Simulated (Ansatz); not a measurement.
# How much does P in Ru(0001), 2x2 scatter?, part 2 of 3

Aim: the resistance that P in Ru(0001), 2x2 adds to the host.

Ansatz 0.2.0; Ansatz plane-wave DFT, PBE, PAW files; ballistic transport by layer matching (Landauer), zero bias; PAW set soft_1 (the session's first sound run).

So far, resistivity per at.% scaled from this dense plane, with the factor 3/4 for isotropic scattering (µΩ cm): step 3 (resistance at ideal sites) 5.90.

## 4. Relaxing the neighbours

The neighbours of the defect are let go while the lead's layers stay on their sites, since a lead must repeat to 0.01 Å.

This step: Ansatz plane-wave DFT, PBE, PAW files; relaxation with the lead's layers held; PAW set soft_1 (Ansatz 0.2.0).

input.yaml reads:

```yaml
crystal:
  lattice:
    - [5.4116, 0.0, 0.0]
    - [-2.7058, 4.6865830751, 0.0]
    - [0.0, 0.0, 34.2552]
  atoms:
    - { symbol: Ru, position: [0.1666666667, 0.3333333333, 0.03125] }
    - { symbol: Ru, position: [0.1666666667, 0.8333333333, 0.03125] }
    - { symbol: Ru, position: [0.6666666667, 0.3333333333, 0.03125] }
    - { symbol: Ru, position: [0.6666666667, 0.8333333333, 0.03125] }
    - { symbol: Ru, position: [0.3333333333, 0.1666666667, 0.09375] }
    - { symbol: Ru, position: [0.3333333333, 0.6666666667, 0.09375] }
    - { symbol: Ru, position: [0.8333333333, 0.1666666667, 0.09375] }
    - { symbol: Ru, position: [0.8333333333, 0.6666666667, 0.09375] }
    - { symbol: Ru, position: [0.1666666667, 0.3333333333, 0.15625] }
    - { symbol: Ru, position: [0.1666666667, 0.8333333333, 0.15625] }
    - { symbol: Ru, position: [0.6666666667, 0.3333333333, 0.15625] }
    - { symbol: Ru, position: [0.6666666667, 0.8333333333, 0.15625] }
    - { symbol: Ru, position: [0.3333333333, 0.1666666667, 0.21875] }
    - { symbol: Ru, position: [0.3333333333, 0.6666666667, 0.21875] }
    - { symbol: Ru, position: [0.8333333333, 0.1666666667, 0.21875] }
    - { symbol: Ru, position: [0.8333333333, 0.6666666667, 0.21875] }
    - { symbol: Ru, position: [0.1666666667, 0.3333333333, 0.28125] }
    - { symbol: Ru, position: [0.1666666667, 0.8333333333, 0.28125] }
    - { symbol: Ru, position: [0.6666666667, 0.3333333333, 0.28125] }
    - { symbol: Ru, position: [0.6666666667, 0.8333333333, 0.28125] }
    - { symbol: Ru, position: [0.3333333333, 0.1666666667, 0.34375] }
    - { symbol: Ru, position: [0.3333333333, 0.6666666667, 0.34375] }
    - { symbol: Ru, position: [0.8333333333, 0.1666666667, 0.34375] }
    - { symbol: Ru, position: [0.8333333333, 0.6666666667, 0.34375] }
    - { symbol: Ru, position: [0.1666666667, 0.3333333333, 0.40625] }
    - { symbol: Ru, position: [0.1666666667, 0.8333333333, 0.40625] }
    - { symbol: Ru, position: [0.6666666667, 0.3333333333, 0.40625] }
    - { symbol: Ru, position: [0.6666666667, 0.8333333333, 0.40625] }
    - { symbol: Ru, position: [0.3333333333, 0.1666666667, 0.46875] }
    - { symbol: Ru, position: [0.3333333333, 0.6666666667, 0.46875] }
    - { symbol: Ru, position: [0.8333333333, 0.1666666667, 0.46875] }
    - { symbol: Ru, position: [0.8333333333, 0.6666666667, 0.46875] }
    - { symbol: P, position: [0.1666666667, 0.3333333333, 0.53125] }
    - { symbol: Ru, position: [0.1666666667, 0.8333333333, 0.53125] }
    - { symbol: Ru, position: [0.6666666667, 0.3333333333, 0.53125] }
    - { symbol: Ru, position: [0.6666666667, 0.8333333333, 0.53125] }
    - { symbol: Ru, position: [0.3333333333, 0.1666666667, 0.59375] }
    - { symbol: Ru, position: [0.3333333333, 0.6666666667, 0.59375] }
    - { symbol: Ru, position: [0.8333333333, 0.1666666667, 0.59375] }
    - { symbol: Ru, position: [0.8333333333, 0.6666666667, 0.59375] }
    - { symbol: Ru, position: [0.1666666667, 0.3333333333, 0.65625] }
    - { symbol: Ru, position: [0.1666666667, 0.8333333333, 0.65625] }
    - { symbol: Ru, position: [0.6666666667, 0.3333333333, 0.65625] }
    - { symbol: Ru, position: [0.6666666667, 0.8333333333, 0.65625] }
    - { symbol: Ru, position: [0.3333333333, 0.1666666667, 0.71875] }
    - { symbol: Ru, position: [0.3333333333, 0.6666666667, 0.71875] }
    - { symbol: Ru, position: [0.8333333333, 0.1666666667, 0.71875] }
    - { symbol: Ru, position: [0.8333333333, 0.6666666667, 0.71875] }
    - { symbol: Ru, position: [0.1666666667, 0.3333333333, 0.78125] }
    - { symbol: Ru, position: [0.1666666667, 0.8333333333, 0.78125] }
    - { symbol: Ru, position: [0.6666666667, 0.3333333333, 0.78125] }
    - { symbol: Ru, position: [0.6666666667, 0.8333333333, 0.78125] }
    - { symbol: Ru, position: [0.3333333333, 0.1666666667, 0.84375] }
    - { symbol: Ru, position: [0.3333333333, 0.6666666667, 0.84375] }
    - { symbol: Ru, position: [0.8333333333, 0.1666666667, 0.84375] }
    - { symbol: Ru, position: [0.8333333333, 0.6666666667, 0.84375] }
    - { symbol: Ru, position: [0.1666666667, 0.3333333333, 0.90625] }
    - { symbol: Ru, position: [0.1666666667, 0.8333333333, 0.90625] }
    - { symbol: Ru, position: [0.6666666667, 0.3333333333, 0.90625] }
    - { symbol: Ru, position: [0.6666666667, 0.8333333333, 0.90625] }
    - { symbol: Ru, position: [0.3333333333, 0.1666666667, 0.96875] }
    - { symbol: Ru, position: [0.3333333333, 0.6666666667, 0.96875] }
    - { symbol: Ru, position: [0.8333333333, 0.1666666667, 0.96875] }
    - { symbol: Ru, position: [0.8333333333, 0.6666666667, 0.96875] }
kpoints:
  mp_grid: { grid: [5, 5, 1] }
hamiltonian:
  xc: pbe
  pseudopotentials: { kind: paw, azcp: { folder: soft_1 } }
scf:
  occupations: { method: fermi_dirac, width: 0.1 }
relax:
  f_tol: 0.03
  max_steps: 40
  constraints:
    - { sites: [0, 1, 2, 3, 4, 5, 6, 7, 8, 9, 10, 11, 12, 13, 14, 15, 16, 17, 18, 19, 44, 45, 46, 47, 48, 49, 50, 51, 52, 53, 54, 55, 56, 57, 58, 59, 60, 61, 62, 63] }
```

Launch:

```sh
$ ansatz run input.yaml --threads 4 --pin off --max-ram 15360MiB --backend cpu --events-out ev --progress --plain --runs-dir out
```

Numbers of over 12 decimals in the logs are rounded to 6 here.

Output:

```text
Warning: crystal.symmetry: narrowed to the stabiliser of the relax constraints — unitary ops 12 → 6; lowered at sites 20, 21, 22, 23, 44, 45, 46, 47 (the operations that carried what is held of a site onto what its image site leaves free; the constrained walk keeps no symmetry that its constraints do not admit)
[...]
Crystal: 64 atoms, lattice volume = 868.777 Å³
Basis set: ecut = 420 eV, 16909 PW (Γ), exchange–correlation on 80×80×480 points (8 copies of the dense FFT grid, shifted against one another)
Bands: 608, of which v1, the nominal top of the filled ones, is band 507 counted from 1 (506 counted from 0)
Symmetry: 6 space group operations
k-points: 5 of 25 (time reversal used)
[...]
SCF iter   1: F=—  HF=-371154.336025 eV  |F-HF|=—  |Δ(HF+E_count)|=         —  Δρ=1.20e-1  dr2=1.24e2  ethr=3.10e-3  ⟨swp⟩=5.0  Hψ=9933  notcnv=0  defer=2
[...]
SCF iter   8: F=-371115.715643 eV  HF=-371115.715643 eV  |F-HF|=3.33e-7  |Δ(HF+E_count)|=   3.80e-7  Δρ=4.79e-6  dr2=4.25e-7  ethr=2.22e-9  ⟨swp⟩=3.0  Hψ=6626  notcnv=0
SCF 1 converged in 8 iterations: F = -371115.715643 eV  dr2 = 4.25e-7
[...]
relax step   1: F+E_penalty+E_count = -371115.71564260 eV  Δ(F+E_penalty+E_count) = +0.000e0 eV  max|allowed force component| = 5.660e-1 eV/Å  Δτ_max = 0.0000 Å  (8 SCF iters, dr2 threshold 2.25e-5 eV, accepted)
[...]
iter 1 solved again at ethr=3.52e-6 eV; its pass at ethr=3.10e-3 eV (dr2=3.56e-2 eV) is discarded
[...]
SCF iter   6: F=-371115.753841 eV  HF=-371115.753841 eV  |F-HF|=4.84e-7  |Δ(HF+E_count)|=   2.41e-7  Δρ=3.21e-6  dr2=5.27e-7  ethr=7.11e-10  ⟨swp⟩=1.8  Hψ=6261  notcnv=0
SCF 2 converged in 6 iterations: F = -371115.753841 eV  dr2 = 5.27e-7
[...]
relax step   2: F+E_penalty+E_count = -371115.75384060 eV  Δ(F+E_penalty+E_count) = -3.820e-2 eV  max|allowed force component| = 1.663e-1 eV/Å  Δτ_max = 0.0348 Å  (6 SCF iters, dr2 threshold 2.00e-5 eV, accepted)
SCF iter   1: F=—  HF=-371115.754955 eV  |F-HF|=—  |Δ(HF+E_count)|=         —  Δρ=3.42e-4  dr2=4.34e-3  ethr=1.31e-6  ⟨swp⟩=5.0  Hψ=6900  notcnv=0  defer=31
[...]
SCF iter   6: F=-371115.756373 eV  HF=-371115.756373 eV  |F-HF|=9.20e-9  |Δ(HF+E_count)|=   8.03e-9  Δρ=5.27e-7  dr2=1.09e-8  ethr=2.07e-11  ⟨swp⟩=1.0  Hψ=6057  notcnv=0
SCF 3 converged in 6 iterations: F = -371115.756373 eV  dr2 = 1.09e-8
relax step   3: F+E_penalty+E_count = -371115.75637267 eV  Δ(F+E_penalty+E_count) = -2.532e-3 eV  max|allowed force component| = 1.197e-2 eV/Å  Δτ_max = 0.0069 Å  (6 SCF iters, dr2 threshold 1.73e-6 eV, accepted)
[...]
SCF iter   7: F=-371115.756373 eV  HF=-371115.756373 eV  |F-HF|=1.16e-10  |Δ(HF+E_count)|=    0.00e0  Δρ=2.85e-9  dr2=4.57e-14  ethr=1.00e-12  ⟨swp⟩=1.0  Hψ=6057  notcnv=0
SCF 4 converged in 7 iterations: F = -371115.756373 eV  dr2 = 4.57e-14
relax step   4: F+E_penalty+E_count = -371115.75637268 eV  Δ(F+E_penalty+E_count) = -8.964e-9 eV  max|allowed force component| = 1.201e-2 eV/Å  Δτ_max = 0.0000 Å  (7 SCF iters, accepted)
SCF converged after 7 iterations
Free energy (F): -371115.756373 eV
[...]
Internal energy: -371113.655177 eV  (E = F + TS)
E sigma→0 (E₀):  -371114.705775 eV
Entropy (-TS):   -2.101196 eV (-32.831 meV/atom)
Fermi energy:    23.191483 eV
[...]
--- Forces (eV/Å), atoms counted from 1 ---
  atom   1  Ru     0.00000000     0.00000000     0.00134443
  atom   2  Ru     0.00084519     0.00048797    -0.00133218
  atom   3  Ru     0.00000000    -0.00097594    -0.00133218
  atom   4  Ru    -0.00084519     0.00048797    -0.00133218
  atom   5  Ru     0.00019066    -0.00011008    -0.00180271
  atom   6  Ru     0.00000000     0.00022015    -0.00180271
  atom   7  Ru    -0.00019066    -0.00011008    -0.00180271
  atom   8  Ru     0.00000000    -0.00000000     0.02515700
  atom   9  Ru     0.00000000     0.00000000     0.05585577
  atom  10  Ru    -0.00401406    -0.00231752    -0.01447287
  atom  11  Ru     0.00000000     0.00463504    -0.01447287
  atom  12  Ru     0.00401406    -0.00231752    -0.01447287
  atom  13  Ru     0.00812057    -0.00468841    -0.01961893
  atom  14  Ru     0.00000000     0.00937683    -0.01961893
  atom  15  Ru    -0.00812057    -0.00468841    -0.01961893
  atom  16  Ru     0.00000000    -0.00000000     0.03741966
  atom  17  Ru     0.00000000     0.00000000     0.16883569
  atom  18  Ru    -0.02773774    -0.01601439     0.01774403
  atom  19  Ru     0.00000000     0.03202879     0.01774403
  atom  20  Ru     0.02773774    -0.01601439     0.01774403
  atom  21  Ru    -0.00417913     0.00241282     0.00073772
  atom  22  Ru     0.00000000    -0.00482564     0.00073772
  atom  23  Ru     0.00417913     0.00241282     0.00073772
  atom  24  Ru    -0.00000000    -0.00000000     0.00611511
  atom  25  Ru     0.00000000     0.00000000    -0.00795136
  atom  26  Ru     0.00670869     0.00387327    -0.00586611
  atom  27  Ru     0.00000000    -0.00774653    -0.00586611
  atom  28  Ru    -0.00670869     0.00387327    -0.00586611
  atom  29  Ru    -0.00456608     0.00263623     0.00604050
  atom  30  Ru    -0.00000000    -0.00527246     0.00604050
  atom  31  Ru     0.00456608     0.00263623     0.00604050
  atom  32  Ru     0.00000000    -0.00000000    -0.00606537
  atom  33  P      0.00000000     0.00000000     0.00341420
  atom  34  Ru     0.00458217     0.00264552    -0.00110875
  atom  35  Ru     0.00000000    -0.00529104    -0.00110875
  atom  36  Ru    -0.00458217     0.00264552    -0.00110875
  atom  37  Ru    -0.00366101     0.00211368    -0.00604473
  atom  38  Ru     0.00000000    -0.00422737    -0.00604473
  atom  39  Ru     0.00366101     0.00211368    -0.00604473
  atom  40  Ru     0.00000000    -0.00000000     0.01006506
[...]
atom  53  Ru     0.00875789    -0.00505637     0.02347624
  atom  54  Ru     0.00000000     0.01011275     0.02347624
  atom  55  Ru    -0.00875789    -0.00505637     0.02347624
  atom  56  Ru    -0.00000000    -0.00000000    -0.01528770
  atom  57  Ru    -0.00000000     0.00000000    -0.04281177
  atom  58  Ru    -0.00407389    -0.00235206     0.01306269
  atom  59  Ru     0.00000000     0.00470412     0.01306269
  atom  60  Ru     0.00407389    -0.00235206     0.01306269
  atom  61  Ru    -0.00013483     0.00007785    -0.00130314
  atom  62  Ru     0.00000000    -0.00015569    -0.00130314
  atom  63  Ru     0.00013483     0.00007785    -0.00130314
  atom  64  Ru     0.00000000    -0.00000000    -0.01714435
  max |Σ_I F_I| component: 2.07e-7 eV/Å
--- Relaxed structure (4 steps of the walk, 4 accepted, 0 SCFs on fresh bases) ---
  F+E_penalty+E_count = -371115.75637268 eV   max|allowed force component| = 1.201e-2 eV/Å
  atoms:
    - { symbol: Ru, position: [0.166667, 0.333333, 0.03125] }
    - { symbol: Ru, position: [0.166667, 0.833333, 0.03125] }
    - { symbol: Ru, position: [0.666667, 0.333333, 0.03125] }
    - { symbol: Ru, position: [0.666667, 0.833333, 0.03125] }
    - { symbol: Ru, position: [0.333333, 0.166667, 0.093750] }
    - { symbol: Ru, position: [0.333333, 0.666667, 0.093750] }
    - { symbol: Ru, position: [0.833333, 0.166667, 0.093750] }
    - { symbol: Ru, position: [0.833333, 0.666667, 0.093750] }
    - { symbol: Ru, position: [0.166667, 0.333333, 0.15625] }
    - { symbol: Ru, position: [0.166667, 0.833333, 0.15625] }
    - { symbol: Ru, position: [0.666667, 0.333333, 0.15625] }
    - { symbol: Ru, position: [0.666667, 0.833333, 0.15625] }
    - { symbol: Ru, position: [0.333333, 0.166667, 0.218750] }
    - { symbol: Ru, position: [0.333333, 0.666667, 0.218750] }
    - { symbol: Ru, position: [0.833333, 0.166667, 0.218750] }
    - { symbol: Ru, position: [0.833333, 0.666667, 0.218750] }
    - { symbol: Ru, position: [0.166667, 0.333333, 0.28125] }
    - { symbol: Ru, position: [0.166667, 0.833333, 0.28125] }
    - { symbol: Ru, position: [0.666667, 0.333333, 0.28125] }
    - { symbol: Ru, position: [0.666667, 0.833333, 0.28125] }
    - { symbol: Ru, position: [0.333067, 0.166933, 0.343769] }
    - { symbol: Ru, position: [0.333067, 0.666134, 0.343769] }
    - { symbol: Ru, position: [0.833866, 0.166933, 0.343769] }
    - { symbol: Ru, position: [0.833333, 0.666667, 0.344332] }
    - { symbol: Ru, position: [0.166667, 0.333333, 0.406748] }
    - { symbol: Ru, position: [0.166749, 0.833375, 0.406422] }
    - { symbol: Ru, position: [0.666625, 0.333251, 0.406422] }
    - { symbol: Ru, position: [0.666625, 0.833375, 0.406422] }
    - { symbol: Ru, position: [0.331952, 0.168048, 0.469118] }
    - { symbol: Ru, position: [0.331952, 0.663905, 0.469118] }
    - { symbol: Ru, position: [0.836095, 0.168048, 0.469118] }
    - { symbol: Ru, position: [0.833333, 0.666667, 0.468536] }
    - { symbol: P, position: [0.166667, 0.333333, 0.531328] }
    - { symbol: Ru, position: [0.160740, 0.830370, 0.531311] }
    - { symbol: Ru, position: [0.669630, 0.339260, 0.531311] }
    - { symbol: Ru, position: [0.669630, 0.830370, 0.531311] }
    - { symbol: Ru, position: [0.331985, 0.168015, 0.593519] }
    - { symbol: Ru, position: [0.331985, 0.663970, 0.593519] }
    - { symbol: Ru, position: [0.836030, 0.168015, 0.593519] }
    - { symbol: Ru, position: [0.833333, 0.666667, 0.594087] }
    - { symbol: Ru, position: [0.166667, 0.333333, 0.655862] }
[...]
- { symbol: Ru, position: [0.333333, 0.166667, 0.84375] }
    - { symbol: Ru, position: [0.333333, 0.666667, 0.84375] }
    - { symbol: Ru, position: [0.833333, 0.166667, 0.84375] }
    - { symbol: Ru, position: [0.833333, 0.666667, 0.84375] }
    - { symbol: Ru, position: [0.166667, 0.333333, 0.906250] }
    - { symbol: Ru, position: [0.166667, 0.833333, 0.906250] }
    - { symbol: Ru, position: [0.666667, 0.333333, 0.906250] }
    - { symbol: Ru, position: [0.666667, 0.833333, 0.906250] }
    - { symbol: Ru, position: [0.333333, 0.166667, 0.96875] }
    - { symbol: Ru, position: [0.333333, 0.666667, 0.96875] }
    - { symbol: Ru, position: [0.833333, 0.166667, 0.96875] }
    - { symbol: Ru, position: [0.833333, 0.666667, 0.96875] }
```

Run time: 9.8 min. Hardware: 4 threads of Arm Neoverse V1, shared host; peak memory 8.2 GiB.

The steps of the relaxation:

```csv
step,energy less that of the first step (eV),largest force component (eV/Å)
1,0.0000,0.5660
2,-0.0382,0.1663
3,-0.0407,0.0120
4,-0.0407,0.0120
```

The atoms that moved most (Å):

```csv
atom,dx,dy,dz,length
Ru35,0.000,0.028,0.002,0.028
Ru36,0.024,-0.014,0.002,0.028
Ru34,-0.024,-0.014,0.002,0.028
Ru24,0.000,0.000,0.020,0.020
Ru31,0.011,0.006,0.013,0.018
Ru29,-0.011,0.006,0.013,0.018
Ru30,0.000,-0.013,0.013,0.018
Ru25,0.000,0.000,0.017,0.017
```

Numbers from this step:

```
free energy             : -371115.7564 eV
energy at zero smearing : -371114.7058 eV
```

The largest force component on a free atom ends at 0.012 eV/Å, under the tolerance of 0.03, after 4 steps.

[end of part 2 of 3]

[Logs are printed without paths, hosts, clocks, repeated set-up lines and the standing remarks that a program may print on its own settings, such as how far it seeks lower states.]

[Hosts, paths, dates, database ids (printed as entryN), source tags and the programs' standing remarks are cut or masked in the printed files.]
